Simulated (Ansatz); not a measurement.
The computed numbers are results of PBE, scalar-relativistic (no spin polarisation) in the plane-wave PAW code Ansatz at 420 eV, Γ-centred 10×10×10 mesh, 0.05 eV Gaussian smearing; PAW files: Ansatz's generated set soft_2.

A crystal of composition XS, relaxed at this level of theory, gives this pattern between 10° and 80°.

Cu Kα1 powder pattern (kinematic, no thermal factors).
```json
{"2θ (°)": "25.66", "relative intensity": "96"}
{"2θ (°)": "29.71", "relative intensity": "100"}
{"2θ (°)": "42.52", "relative intensity": "76"}
{"2θ (°)": "50.32", "relative intensity": "51"}
{"2θ (°)": "52.73", "relative intensity": "27"}
{"2θ (°)": "61.70", "relative intensity": "13"}
{"2θ (°)": "67.94", "relative intensity": "22"}
{"2θ (°)": "69.96", "relative intensity": "35"}
{"2θ (°)": "77.81", "relative intensity": "27"}
```

Problem. Which lattice and cell does the pattern come from?

Solution. Cubic, space group Fm-3m (No. 225), a = 6.009 Å, b = 6.009 Å, c = 6.009 Å, α = 90.00°, β = 90.00°, γ = 90.00°. The line positions fix the lattice at most, not the space group, and lines under 1 % of the strongest aren't listed; this is the group of the computed cell.

The calculation on XS, where X is one element, gave:

```yaml
Band_gap: 0.49 eV
Smallest_direct_gap: 0.49 eV
Bader_charges: X 1.00; S -1.00 e
Formation_energy_from_the_elements_0_K_uncorrected: -0.55 eV/atom
Bulk_modulus_Birch–Murnaghan: 53 GPa
Pressure_derivative_B0′: 4.4
Shear_modulus_Hill: 30 GPa
Young's_modulus: 76 GPa
Poisson's_ratio: 0.26
Elastically_stable: yes
```

Sites: X on 4b, S on 4a.

Problem. Which element is X?
A. Pb
B. Bi
C. Tl
D. Hg

Solution. A. X is Pb, so the compound is PbS.

The start was a prototype's sites filled with these elements; the Crystallography Open Database holds the compound in this structure.

For elements this heavy, spin–orbit coupling would shift levels and gaps; it isn't included here. The relaxed cell is 4 % larger in volume than the cell of this structure in the Crystallography Open Database (25.98 Å³/atom, 1987).
